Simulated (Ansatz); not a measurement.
# SnTe (Fm-3m) in Ansatz: notebook

One crystal, SnTe, is run at these levels: PBEsol; tasks: relaxation of cell and atoms.

Program: Ansatz 0.2.0. These are calculated values, not measurements. Logs are shortened: lines on timing, memory, paths and dates and some standing lists are left out, and cuts for length are marked.

### Step 1. The structure

It takes space group Fm-3m (No. 225, cubic). Conventional cell: a = 6.302 Å, b = 6.302 Å, c = 6.302 Å, α = 90.00°, β = 90.00°, γ = 90.00°. Te (site symmetry m-3m) has 6 Sn at 3.15 Å as nearest neighbours. Sn (site symmetry m-3m) is surrounded by 6 Te at 3.15 Å.

### Step 2. Relaxation of cell and atoms, PBEsol

File input.yaml:

```yaml
crystal:
  lattice:
    - [0.0, 3.15085, 3.15085]
    - [3.15085, 0.0, 3.15085]
    - [3.15085, 3.15085, 0.0]
  atoms:
    - { symbol: Te, position: [0.5, 0.5, 0.5] }
    - { symbol: Sn, position: [0.0, 0.0, 0.0] }
kpoints:
  mp_grid: { grid: [7, 7, 7] }
scf:
  occupations: { method: fermi_dirac, width: 0.05 }
hamiltonian:
  xc: pbesol
  pseudopotentials: { kind: all_electron, lapw: { basis_error: 0.001 } }
output:
  forces: true
  stress: true
relax:
  f_tol: 0.02
  max_steps: 60
  cell: {}
```

Potentials or basis: all-electron LAPW, scalar-relativistic.

The run is started by

```sh
$ ansatz run input.yaml --threads 1 --pin off --max-ram 3072MiB --backend cpu --events-out ev --progress --plain --runs-dir out
```

Log:

```text
Warning: RAYON_NUM_THREADS=1 ignored (pool sized by the plan → 1); use --threads N
The last accepted step is kept in <dir> (removed where the run ends without a failure and the disk answers)
LAPW: plane waves up to 7.267 Å⁻¹, error target 1.0e-3 eV per atom; small_component_spin mean_spin; Sn in spheres of 1.542 Å, 22 of its electrons in bands, Dirac shells []; Te in spheres of 1.514 Å, 24 of its electrons in bands, Dirac shells [] (how accurate: hamiltonian.pseudopotentials.lapw.basis_error, Limitations)
Engine: ansatz 0.2.0, aarch64-unknown-linux-gnu
Pseudopotentials: kind: all_electron
Pseudopotential: Te, LAPW, valence charge 24, lapw/all_electron/scalar/gaussian/Te, Koelling and Harmon's equation, gaussian nucleus
Pseudopotential: Sn, LAPW, valence charge 22, lapw/all_electron/scalar/gaussian/Sn, Koelling and Harmon's equation, gaussian nucleus
Functional definition: PBEsol
  exchange = pbesol_x
  correlation = pbesol_c
Crystal: 2 atoms, lattice volume = 62.562 Å³
Basis set: ecut = 201.2170339243308 eV, 411 PW (Γ), exchange–correlation at level 2
Bands: 28, of which v1, the nominal top of the filled ones, is band 23 counted from 1 (22 counted from 0)
Symmetry: 48 space group operations
Space group: Fm-3m (ITA 225), of the structure as read, at distance tolerance 4.0e-5 Å
k-points: 20 of 343
Non-local potential: Te, projectors of the file, none
Non-local potential: Sn, projectors of the file, none
Initial density: superposition of atomic densities (chi_scale 0.1, normalization cell, long waves kept (reshape's long-wave potential 0.00 eV rms))
Initial wavefunctions: plane waves of lowest kinetic energy (no species holds an atomic orbital)
Functional: x = pbesol(κ = 0.804, μ = 0.12345679012345678), c = pbesol(β = 0.046)
iter 1 solved again at ethr=3.87e-4 eV; its pass at ethr=1.00e-1 eV (dr2=1.78e-1 eV) is discarded
SCF iter   1: F=—  HF=-352821.585856 eV  |F-HF|=—  |Δ(HF+E_count)|=         —  Δρ=1.18e-2  dr2=1.79e-1  ethr=3.87e-4  ⟨swp⟩=2.7  Hψ=3587  notcnv=0
preconditioner: auto → none  [insulator: Δε(μ)=0.668 eV  Ē_g=17.428 eV  σ=0.050 eV  W_gap=1.00  n_scr=14 (ndim 8)  ℏωp=21.0 eV  f_vac=0.029  D(μ)=0.00/eV (n_scr^D=0)  ε∞_Penn≈2.5]
iter 2 solved again at ethr=1.55e-5 eV; its pass at ethr=3.87e-4 eV (dr2=7.15e-3 eV) is discarded
SCF iter   2: F=—  HF=-352821.539563 eV  |F-HF|=—  |Δ(HF+E_count)|=   4.63e-2  Δρ=3.94e-3  dr2=7.16e-3  ethr=1.55e-5  ⟨swp⟩=2.0  Hψ=2901  notcnv=0
SCF iter   3: F=—  HF=-352821.535663 eV  |F-HF|=—  |Δ(HF+E_count)|=   3.90e-3  Δρ=2.27e-3  dr2=3.59e-3  ethr=1.55e-5  ⟨swp⟩=2.0  Hψ=1662  notcnv=0
SCF iter   4: F=—  HF=-352821.535809 eV  |F-HF|=—  |Δ(HF+E_count)|=   1.46e-4  Δρ=9.61e-4  dr2=6.23e-4  ethr=7.80e-6  ⟨swp⟩=2.0  Hψ=1661  notcnv=0
SCF iter   5: F=—  HF=-352821.535743 eV  |F-HF|=—  |Δ(HF+E_count)|=   6.56e-5  Δρ=2.10e-4  dr2=2.95e-5  ethr=1.35e-6  ⟨swp⟩=2.0  Hψ=1661  notcnv=0
SCF iter   6: F=—  HF=-352821.535744 eV  |F-HF|=—  |Δ(HF+E_count)|=   6.59e-7  Δρ=2.45e-5  dr2=3.60e-7  ethr=6.41e-8  ⟨swp⟩=2.0  Hψ=1661  notcnv=0
SCF iter   7: F=-352821.535744 eV  HF=-352821.535744 eV  |F-HF|=5.53e-9  |Δ(HF+E_count)|=   4.45e-8  Δρ=2.96e-6  dr2=5.36e-9  ethr=7.83e-10  ⟨swp⟩=2.0  Hψ=1663  notcnv=0
SCF 1 converged in 7 iterations: F = -352821.535744 eV  dr2 = 5.36e-9
relax step   1: F+E_penalty+E_count = -352821.53574408 eV  Δ(F+E_penalty+E_count) = +0.000e0 eV  max|allowed force component| = 3.903e-31 eV/Å  Δτ_max = 0.0000 Å  P = -0.369 GPa  Ω = 62.562 Å³  (7 SCF iters, accepted)
Crystal: 2 atoms, lattice volume = 61.891 Å³
Basis set: ecut = 202.66941039658292 eV, 411 PW (Γ), exchange–correlation at level 2
Initial density: handed on by an earlier stage of this run
Initial wavefunctions: those handed on with the density
iter 1 solved again at ethr=3.25e-7 eV; its pass at ethr=1.00e-1 eV (dr2=1.49e-4 eV) is discarded
SCF iter   1: F=—  HF=-352821.536308 eV  |F-HF|=—  |Δ(HF+E_count)|=         —  Δρ=3.11e-4  dr2=1.56e-4  ethr=3.25e-7  ⟨swp⟩=4.3  Hψ=2831  notcnv=0
preconditioner: auto → none  [insulator: Δε(μ)=0.669 eV  Ē_g=17.687 eV  σ=0.050 eV  W_gap=1.00  n_scr=14 (ndim 8)  ℏωp=21.1 eV  f_vac=0.047  D(μ)=0.00/eV (n_scr^D=0)  ε∞_Penn≈2.4]
iter 2 solved again at ethr=1.33e-8 eV; its pass at ethr=3.25e-7 eV (dr2=6.12e-6 eV) is discarded
SCF iter   2: F=—  HF=-352821.536262 eV  |F-HF|=—  |Δ(HF+E_count)|=   4.67e-5  Δρ=7.14e-5  dr2=6.14e-6  ethr=1.33e-8  ⟨swp⟩=2.0  Hψ=2802  notcnv=0
SCF iter   3: F=—  HF=-352821.536257 eV  |F-HF|=—  |Δ(HF+E_count)|=   4.84e-6  Δρ=3.71e-5  dr2=1.85e-6  ethr=1.33e-8  ⟨swp⟩=2.0  Hψ=1658  notcnv=0
SCF iter   4: F=—  HF=-352821.536257 eV  |F-HF|=—  |Δ(HF+E_count)|=   1.22e-7  Δρ=9.83e-6  dr2=1.24e-7  ethr=4.03e-9  ⟨swp⟩=2.0  Hψ=1658  notcnv=0
SCF iter   5: F=-352821.536257 eV  HF=-352821.536257 eV  |F-HF|=1.11e-9  |Δ(HF+E_count)|=   1.75e-9  Δρ=1.45e-6  dr2=2.43e-9  ethr=2.69e-10  ⟨swp⟩=2.0  Hψ=1658  notcnv=0
SCF 2 converged in 5 iterations: F = -352821.536257 eV  dr2 = 2.43e-9
relax step   2: F+E_penalty+E_count = -352821.53625678 eV  Δ(F+E_penalty+E_count) = -5.127e-4 eV  max|allowed force component| = 2.270e-31 eV/Å  Δτ_max = 0.0000 Å  P = +0.130 GPa  Ω = 61.891 Å³  (5 SCF iters, accepted)
Crystal: 2 atoms, lattice volume = 62.064 Å³
Basis set: ecut = 202.29268561472685 eV, 411 PW (Γ), exchange–correlation at level 2
iter 1 solved again at ethr=2.13e-8 eV; its pass at ethr=1.00e-1 eV (dr2=9.81e-6 eV) is discarded
SCF iter   1: F=—  HF=-352821.536329 eV  |F-HF|=—  |Δ(HF+E_count)|=         —  Δρ=7.92e-5  dr2=1.01e-5  ethr=2.13e-8  ⟨swp⟩=4.2  Hψ=2829  notcnv=0
preconditioner: auto → none  [insulator: Δε(μ)=0.667 eV  Ē_g=17.670 eV  σ=0.050 eV  W_gap=1.00  n_scr=14 (ndim 8)  ℏωp=21.1 eV  f_vac=0.047  D(μ)=0.00/eV (n_scr^D=0)  ε∞_Penn≈2.4]
iter 2 solved again at ethr=8.50e-10 eV; its pass at ethr=2.13e-8 eV (dr2=3.91e-7 eV) is discarded
SCF iter   2: F=—  HF=-352821.536326 eV  |F-HF|=—  |Δ(HF+E_count)|=   3.11e-6  Δρ=1.80e-5  dr2=3.92e-7  ethr=8.50e-10  ⟨swp⟩=2.0  Hψ=2802  notcnv=0
SCF iter   3: F=—  HF=-352821.536326 eV  |F-HF|=—  |Δ(HF+E_count)|=   3.28e-7  Δρ=9.25e-6  dr2=1.15e-7  ethr=8.50e-10  ⟨swp⟩=2.0  Hψ=1658  notcnv=0
SCF iter   4: F=-352821.536326 eV  HF=-352821.536326 eV  |F-HF|=6.40e-10  |Δ(HF+E_count)|=   7.97e-9  Δρ=2.38e-6  dr2=7.22e-9  ethr=2.51e-10  ⟨swp⟩=2.0  Hψ=1658  notcnv=0
SCF 3 converged in 4 iterations: F = -352821.536326 eV  dr2 = 7.22e-9
relax step   3: F+E_penalty+E_count = -352821.53632559 eV  Δ(F+E_penalty+E_count) = -6.881e-5 eV  max|allowed force component| = 3.583e-30 eV/Å  Δτ_max = 0.0000 Å  P = -0.002 GPa  Ω = 62.064 Å³  (4 SCF iters, accepted)
iter 1 solved again at ethr=1.57e-11 eV; its pass at ethr=1.00e-1 eV (dr2=7.21e-9 eV) is discarded
SCF iter   1: F=—  HF=-352821.536326 eV  |F-HF|=—  |Δ(HF+E_count)|=         —  Δρ=2.38e-6  dr2=7.21e-9  ethr=1.57e-11  ⟨swp⟩=4.4  Hψ=2791  notcnv=0
preconditioner: auto → none  [insulator: Δε(μ)=0.667 eV  Ē_g=17.672 eV  σ=0.050 eV  W_gap=1.00  n_scr=14 (ndim 8)  ℏωp=21.1 eV  f_vac=0.047  D(μ)=0.00/eV (n_scr^D=0)  ε∞_Penn≈2.4]
SCF iter   2: F=-352821.536326 eV  HF=-352821.536326 eV  |F-HF|=0.00e0  |Δ(HF+E_count)|=   3.25e-8  Δρ=1.12e-6  dr2=1.55e-9  ethr=1.57e-11  ⟨swp⟩=2.0  Hψ=1658  notcnv=0
SCF 4 converged in 2 iterations: F = -352821.536326 eV  dr2 = 1.55e-9
relax step   4: F+E_penalty+E_count = -352821.53632583 eV  Δ(F+E_penalty+E_count) = -2.406e-7 eV  max|allowed force component| = 5.785e-30 eV/Å  Δτ_max = 0.0000 Å  P = -0.002 GPa  Ω = 62.064 Å³  stress off target by 1.80e-3 GPa  SCF on the basis re-selected at this cell (its energy is not comparable with the rows above)  (2 SCF iters)
basis re-selected at this cell: Δ(F+E_penalty+E_count) = -2.406e-7 eV, ΔP = -0.000 GPa vs the last step (what re-selecting the basis moved, after the strain that the cell walked since its last selection, with what the two solves' SCF thresholds leave and, on support functions, any second-order correction that the steps lacked; it is no measure of the basis error at this ecutwfc). This SCF's stress stands 1.80e-3 GPa from its target on what of the cell is left free (relax.cell.stress_tol is 5.00e-2 GPa) and its largest allowed force component is 5.78e-30 eV/Å (relax.f_tol is 2.00e-2 eV/Å): within both
SCF converged after 2 iterations
Free energy (F): -352821.536326 eV
Harris-Foulkes:  -352821.536326 eV  (|F-HF|=0.00e0)
Internal energy: -352821.536255 eV  (E = F + TS)
E sigma→0 (E₀):  -352821.536290 eV
Entropy (-TS):   -0.000071 eV (-0.035 meV/atom)
Fermi energy:    12.078418 eV
--- Per-component energies (eV) ---
  E_band       = -1838.371807
  E_kinetic    = 371849.146216
  E_xc         = -9133.731161
  E_electrostatic = -715536.951310  (all electrons and nuclei)
  E_smearing   = -0.000071  (= −TS)
  E_closure    = 0.000000  (closes the sum)
  E_atoms      = -352813.230818  (free atoms, spherical and without spin; not in F)
  Σ components = -352821.536326   (vs F -352821.536326, Δ=0.00e0)
  Basis errors (estimates in eV, not in F): energy 3.3e-4 per atom: plane waves 3.2e-4 (1.8e-4 summed), levels above the bands 3.0e-43, relativity 9.1e-9, radial functions 6.8e-6, core shells 2.0e-9; eigenvalues (radial functions only) 6.0e-7; not estimated: angular momenta, meshes, grids; target (lapw.basis_error) 1.0e-3; muffin-tin radii Sn 1.538 Å, Te 1.510 Å
--- Forces (eV/Å), atoms counted from 1 ---
  atom   1  Te     0.00000000    -0.00000000     0.00000000
  atom   2  Sn    -0.00000000     0.00000000    -0.00000000
  max |Σ_I F_I| component: 9.47e-30 eV/Å
--- Stress (GPa, compression-positive) ---
       -0.001795      -0.000000      -0.000000
       -0.000000      -0.001795       0.000000
       -0.000000       0.000000      -0.001795
  P = ⅓ Tr σ = -0.0018 GPa (-0.018 kbar)
--- Relaxed structure (3 steps of the walk, 3 accepted, 1 SCFs on fresh bases) ---
  F+E_penalty+E_count = -352821.53632583 eV   max|allowed force component| = 5.785e-30 eV/Å   (the final SCF, on the basis selected at the relaxed cell)
  cell:  # Å, volume = 62.0640 Å³
    - [-8.152595252632945e-34, 3.14246182098371, 3.14246182098371]
    - [3.14246182098371, -9.68120686250162e-34, 3.14246182098371]
    - [3.14246182098371, 3.14246182098371, 1.5286116098686778e-34]
  atoms:
    - { symbol: Te, position: [0.49999999999999994, 0.49999999999999994, 0.49999999999999994] }
    - { symbol: Sn, position: [-1.2734195695778066e-36, 7.958872309859753e-37, 1.7509519081695652e-36] }
```

Wall time 16 s (1 thread of Arm Neoverse V1, shared host); peak memory 0.28 GiB.

What came out:

```
Free energy                            : -352821.5363 eV
Relaxed volume                         : 31.03 Å³/atom
Relaxed cell                           : a = 4.444 Å, b = 4.444 Å, c = 4.444 Å, α = 60.00°, β = 60.00°, γ = 60.00°
Space group after relaxing (to 0.05 Å) : Fm-3m (No. 225)
Energy gained by relaxing              : 0.3 meV/atom
Ionic steps                            : 4
Pressure after relaxing                : 0.0 GPa
```

Step by step:
| step | energy change (eV) | largest force (eV/Å) | volume (Å³) |
| --- | --- | --- | --- |
| 1 | 0.0000 | 0.0000 | 62.56 |
| 2 | -0.0005 | 0.0000 | 61.89 |
| 3 | -0.0006 | 0.0000 | 62.06 |
| 4 | -0.0006 | 0.0000 | 62.06 |

Final structure:
```
CELL_PARAMETERS angstrom
0.00000 3.14246 3.14246
3.14246 0.00000 3.14246
3.14246 3.14246 0.00000
ATOMIC_POSITIONS crystal
Te 0.50000 0.50000 0.50000
Sn 0.00000 0.00000 0.00000
```

Caveat: this odd mesh misses L, where the gap lies, so gap, dielectric constants and Born charges aren't listed.

### Step 3. Relaxation of cell and atoms, PBEsol, target pressure 5 GPa, at which the enthalpy is minimised

Changes to input.yaml since step 2:

```diff
@@ -21,2 +21,2 @@
   max_steps: 60
-  cell: {}
+  cell: { p_target: 5 }
```

Potentials or basis: all-electron LAPW, scalar-relativistic.

The run is started by

```sh
$ ansatz run input.yaml --threads 1 --pin off --max-ram 3072MiB --backend cpu --events-out ev --progress --plain --runs-dir out
```

Log:

```text
Warning: RAYON_NUM_THREADS=1 ignored (pool sized by the plan → 1); use --threads N
The last accepted step is kept in <dir> (removed where the run ends without a failure and the disk answers)
LAPW: plane waves up to 7.267 Å⁻¹, error target 1.0e-3 eV per atom; small_component_spin mean_spin; Sn in spheres of 1.542 Å, 22 of its electrons in bands, Dirac shells []; Te in spheres of 1.514 Å, 24 of its electrons in bands, Dirac shells [] (how accurate: hamiltonian.pseudopotentials.lapw.basis_error, Limitations)
Engine: ansatz 0.2.0, aarch64-unknown-linux-gnu
Pseudopotentials: kind: all_electron
Pseudopotential: Te, LAPW, valence charge 24, lapw/all_electron/scalar/gaussian/Te, Koelling and Harmon's equation, gaussian nucleus
Pseudopotential: Sn, LAPW, valence charge 22, lapw/all_electron/scalar/gaussian/Sn, Koelling and Harmon's equation, gaussian nucleus
Functional definition: PBEsol
  exchange = pbesol_x
  correlation = pbesol_c
Crystal: 2 atoms, lattice volume = 62.562 Å³
Basis set: ecut = 201.2170339243308 eV, 411 PW (Γ), exchange–correlation at level 2
Bands: 28, of which v1, the nominal top of the filled ones, is band 23 counted from 1 (22 counted from 0)
Symmetry: 48 space group operations
Space group: Fm-3m (ITA 225), of the structure as read, at distance tolerance 4.0e-5 Å
k-points: 20 of 343
Non-local potential: Te, projectors of the file, none
[... 85 lines left out ...]
  E_atoms      = -352813.230818  (free atoms, spherical and without spin; not in F)
  Σ components = -352821.461683   (vs F -352821.461683, Δ=0.00e0)
  Basis errors (estimates in eV, not in F): energy 3.9e-4 per atom: plane waves 3.8e-4 (2.1e-4 summed), levels above the bands 4.6e-42, relativity 6.2e-9, radial functions 7.4e-6, core shells 5.4e-9; eigenvalues (radial functions only) 6.8e-7; not estimated: angular momenta, meshes, grids; target (lapw.basis_error) 1.0e-3; muffin-tin radii Sn 1.494 Å, Te 1.467 Å
--- Forces (eV/Å), atoms counted from 1 ---
  atom   1  Te     0.00000000    -0.00000000    -0.00000000
  atom   2  Sn    -0.00000000     0.00000000     0.00000000
  max |Σ_I F_I| component: 1.26e-29 eV/Å
--- Stress (GPa, compression-positive) ---
        4.997774      -0.000000      -0.000000
       -0.000000       4.997774      -0.000000
       -0.000000      -0.000000       4.997774
  P = ⅓ Tr σ = 4.9978 GPa (49.978 kbar)
--- Relaxed structure (5 steps of the walk, 5 accepted, 1 SCFs on fresh bases) ---
  F+E_penalty+E_count = -352821.46168329 eV   max|allowed force component| = 7.396e-30 eV/Å   (the final SCF, on the basis selected at the relaxed cell)
  cell:  # Å, volume = 56.8674 Å³
    - [-8.678055495634369e-34, 3.0521861653024303, 3.0521861653024303]
    - [3.0521861653024303, -7.913749686481897e-34, 3.0521861653024303]
    - [3.0521861653024303, 3.0521861653024303, -1.1464587074015077e-33]
  atoms:
    - { symbol: Te, position: [0.49999999999999994, 0.49999999999999994, 0.49999999999999994] }
    - { symbol: Sn, position: [-1.2734195695781985e-35, 6.367097847889372e-36, 2.5468391391564906e-35] }
```

Run time: 25 s. Hardware: 1 thread of Arm Neoverse V1, shared host; peak memory 0.28 GiB.

What came out:

| Item | Value |
| --- | --- |
| Free energy | -352821.4617 eV |
| Relaxed volume | 28.43 Å³/atom |
| Relaxed cell | a = 4.316 Å, b = 4.316 Å, c = 4.316 Å, α = 60.00°, β = 60.00°, γ = 60.00° |
| Space group after relaxing (to 0.05 Å) | Fm-3m (No. 225) |
| Energy change on relaxing (the enthalpy is what falls) | +37.0 meV/atom |
| Ionic steps | 6 |
| Pressure after relaxing | 5.0 GPa |

The path:
| step | energy change (eV) | largest force (eV/Å) | volume (Å³) |
| --- | --- | --- | --- |
| 1 | 0.0000 | 0.0000 | 62.56 |
| 2 | 0.2060 | 0.0000 | 53.85 |
| 3 | 0.0594 | 0.0000 | 57.37 |
| 4 | 0.0727 | 0.0000 | 56.91 |
| 5 | 0.0741 | 0.0000 | 56.87 |
| 6 | 0.0741 | 0.0000 | 56.87 |

Final structure:
```xyz
2
Lattice="0.0000 3.0522 3.0522 3.0522 0.0000 3.0522 3.0522 3.0522 0.0000" Properties=species:S:1:pos:R:3 pbc="T T T"
Te    3.0522    3.0522    3.0522
Sn    0.0000    0.0000    0.0000
```

Caveat: this odd mesh misses L, where the gap lies, so gap, dielectric constants and Born charges aren't listed. The run has no spin-orbit coupling, so splittings on Te are missing.
